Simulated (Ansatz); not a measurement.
# MgS: the cost of one run

Program: Ansatz 0.2.0. G0W0, plane waves. Spin-unpolarised throughout; all numbers are computed.

**1. The system as given**

The cell was relaxed beforehand with r2SCAN.

It is cubic, F-43m (No. 216); conventional cell a = 5.662 Å, 22.69 Å³ an atom. Mg has 4 S at 2.45 Å; S has 4 Mg at 2.45 Å.

Coordinates:

```cif
data_structure
_symmetry_space_group_name_H-M 'P 1'
_symmetry_Int_Tables_number 1
_cell_length_a 4.0035
_cell_length_b 4.0035
_cell_length_c 4.0035
_cell_angle_alpha 60.000
_cell_angle_beta 60.000
_cell_angle_gamma 60.000
_cell_volume 45.37
loop_
_atom_site_label
_atom_site_type_symbol
_atom_site_fract_x
_atom_site_fract_y
_atom_site_fract_z
_atom_site_occupancy
Mg1 Mg 0.00000 0.00000 0.00000 1
S1 S 0.75000 0.75000 0.75000 1
```

**2. 73 empty bands, 80 eV**

Input file input.yaml:

```yaml
crystal:
  lattice:
    - [0.0, 2.8308747674, 2.8308747674]
    - [2.8308747674, 0.0, 2.8308747674]
    - [2.8308747674, 2.8308747674, 0.0]
  atoms:
    - { symbol: Mg, position: [0.0, 0.0, 0.0] }
    - { symbol: S, position: [0.75, 0.75, 0.75] }
kpoints:
  mp_grid: { grid: [4, 4, 4] }
hamiltonian:
  xc: r2scan
scf:
  occupations: { method: fixed }
gw:
  n_empty_bands: 73
  ecut_chi: 80
  qp_bands: [v2, c2]
  qp_kpoints: band_edges
  screening: { model: contour_deformation }
```

Run with:

```
> ansatz run input.yaml --threads 2 --pin off --max-ram 3686MiB --backend cpu --events-out ev --progress --plain --runs-dir out
```

Q: Estimate wall time and peak memory on 2 threads of AMD EPYC 7B13 (Zen 3), shared host.

About 5.5 s, with a peak of 0.46 GiB.
